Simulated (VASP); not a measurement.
Write the native input for VASP 6.6.1 that does the following.

| Item | Value |
| --- | --- |
| Task | density of states |
| Functional | PBE |
| Potentials or basis | VASP PAW PBE potentials, release 64 (Pt, Se) |
| Cutoff | 520 eV |
| k mesh | 8 × 8 × 5 |
| Occupations | gaussian, width 0.02 eV |
| Spin | no spin polarisation |
| k mesh for the DOS | 12 × 12 × 8 |
| Occupations for the DOS | tetrahedron |
| Further INCAR settings | ALGO = Fast; EDIFF = 1e-07; NBANDS = 18 |

PtSe2 (Sudovikovite):

```
Pt Se
1.0
     3.72400    0.00000    0.00000
    -1.86200    3.22508    0.00000
     0.00000    0.00000    5.06200
Pt Se
1 2
Cartesian
  0.0000 0.0000 0.0000
  1.8620 1.0750 3.7965
  0.0000 2.1501 1.2655
```

The input as run:

POSCAR

```
PtSe2
1.0
    3.7240000000      0.0000000000      0.0000000000
   -1.8620000000      3.2250786037      0.0000000000
    0.0000000000      0.0000000000      5.0620000000
Pt Se
1 2
Direct
    0.0000000000      0.0000000000      0.0000000000
    0.6666666667      0.3333333333      0.7500000000
    0.3333333333      0.6666666667      0.2500000000
```

INCAR.step1

```
PREC = Accurate
ENCUT = 520
EDIFF = 1E-7
ISMEAR = 0
SIGMA = 0.02
LREAL = F
LASPH = T
NELM = 60
ALGO = Fast
ISIF = 2
LWAVE = F
LCHARG = T
LMAXMIX = 4
GGA = PE
NBANDS = 18
```

KPOINTS.step1

```
regular mesh
0
Gamma
  8 8 5
```

INCAR.step2

```
PREC = Accurate
ENCUT = 520
EDIFF = 1E-7
ISMEAR = -5
SIGMA = 0.02
LREAL = F
LASPH = T
NELM = 60
ALGO = Fast
ISIF = 2
LWAVE = F
LCHARG = F
LMAXMIX = 4
GGA = PE
LORBIT = 11
NBANDS = 18
NEDOS = 1001
ICHARG = 11
```

KPOINTS.step2

```
regular mesh
0
Gamma
  12 12 8
```

Potentials or basis: VASP PAW PBE potentials, release 64 (Pt, Se).

Command:

```sh
$ cat potpaw_PBE.64/Pt/POTCAR potpaw_PBE.64/Se/POTCAR > POTCAR
$ cp INCAR.step1 INCAR
$ cp KPOINTS.step1 KPOINTS
$ mpirun -np 1 vasp_std > vasp.out
$ cp INCAR.step2 INCAR
$ cp KPOINTS.step2 KPOINTS
$ mpirun -np 1 vasp_std > vasp.out
```

Results of the run:

```
Valence electrons inside the program's atomic spheres : Pt 9.46; Se 3.80
```

Run time: 94 s on 1 thread of Intel(R) Xeon(R) Platinum 8488C (Sapphire Rapids), on a shared host, peak memory 0.27 GiB.
